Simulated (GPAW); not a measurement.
The system is Y.

```xyz
2
Lattice="3.6474 0.0000 0.0000 -1.8237 3.1587 0.0000 0.0000 0.0000 5.7306" Properties=species:S:1:pos:R:3 pbc="T T T"
Y     1.8237    1.0529    4.2980
Y     0.0000    2.1058    1.4326
```

Program: GPAW 26.7.0. Alike in all runs: task band structure; spin SOC, no magnetisation; cell as given; k mesh 6 × 6 × 4; cutoff (eV) 600; smearing fermi-dirac 0.05 eV.

**Question.** Order these runs on this cell by their pressure, lowest first.
A. level WC; potentials or basis PAW data sets generated in the run's folder for this functional, pw; band points 80; spin axis phi (degrees) 45
B. level LDA; potentials or basis the program's PAW data sets (release 1.2.1) made for this functional, pw; band points 60; spin axis phi (degrees) 45
C. level TASK; potentials or basis GPAW PAW data sets (gpaw-data 1.2.1), pw; band points 100; spin axis phi (degrees) 0

**Answer.** B (-3.8 GPa), A (-2.1 GPa), C (5.0 GPa).

Caveats: spin-orbit coupling was added after a scalar SCF, so levels and gaps hold it while energy, forces, pressure and moments don't; the PAW data sets were made with another functional, which shifts forces and pressure a little (some runs).
